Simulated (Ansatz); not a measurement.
# Trial structures of Li: starts and ends

Theory: Ansatz 0.2.0, DFT PBE, scalar-relativistic, plane waves, PAW. Settings: cutoff 420 eV, Γ-centred meshes spaced at most about 0.3 Å⁻¹, and about 0.25 Å⁻¹ or finer for metals (2π included), Gaussian smearing. No spin polarisation in the final relaxations.

Each guess was relaxed in cell and atoms at zero pressure, within the symmetry of its start. These are static total energies at zero pressure. Coordination counts all near atoms (those within 1.25 times the shortest distance at each site; a plus sign parts nearer from farther groups; a slash parts the counts of unlike sites).

```tsv
guess	made from	start group	V start (Å³/atom)	end group	V end (Å³/atom)	coordination at the end	gap on mesh (eV)	E over the lowest end (meV/atom)
1	random cell	P4/mmm	24.3	Pm-3m (simple cubic)	20.4	Li 6	0	120
2	random cell	Pm-3m	23.2	?	?	?	?	?
3	random cell	Fm-3m	19.8	Fm-3m	24.4	Li 8/4+6	0	236
4	random cell	I4_1/amd	23.1	I4/mmm	20.2	Li 8+6	0	0
```

Guess 2 as it starts:

```
Li
1.0
     4.11177    0.00000    0.00000
     0.00000    4.11177    0.00000
     0.00000    0.00000    4.11177
Li
3
Cartesian
  0.0000 2.0559 2.0559
  2.0559 0.0000 2.0559
  2.0559 2.0559 0.0000
```

Problem. Fill in the missing row: what does this guess relax into, and where does it rank?

Solution. It ends in space group Pm-3m (No. 221), with a = 4.118 Å, 23.3 Å³/atom and no gap. It lies 163 meV/atom over the lowest end, above guess 1 and below guess 3. Counting all near atoms, this end has Li 8 and the lowest (guess 4) has Li 8+6.

```cif
data_structure
_symmetry_space_group_name_H-M 'P 1'
_symmetry_Int_Tables_number 1
_cell_length_a 4.1180
_cell_length_b 4.1180
_cell_length_c 4.1180
_cell_angle_alpha 90.000
_cell_angle_beta 90.000
_cell_angle_gamma 90.000
_cell_volume 69.83
loop_
_atom_site_label
_atom_site_type_symbol
_atom_site_fract_x
_atom_site_fract_y
_atom_site_fract_z
_atom_site_occupancy
Li1 Li 0.00000 0.50000 0.50000 1
Li2 Li 0.50000 0.00000 0.50000 1
Li3 Li 0.50000 0.50000 0.00000 1
```

Cells relaxed within their symmetry can be saddle points. The part of the Crystallography Open Database at hand lists Li in space groups No. 166, 191, 194, 225, 229; sharing a group (Fm-3m) doesn't make a cell the listed structure. Some structure types and database cells were kept out of the candidates from the start, so a known form may be missing.
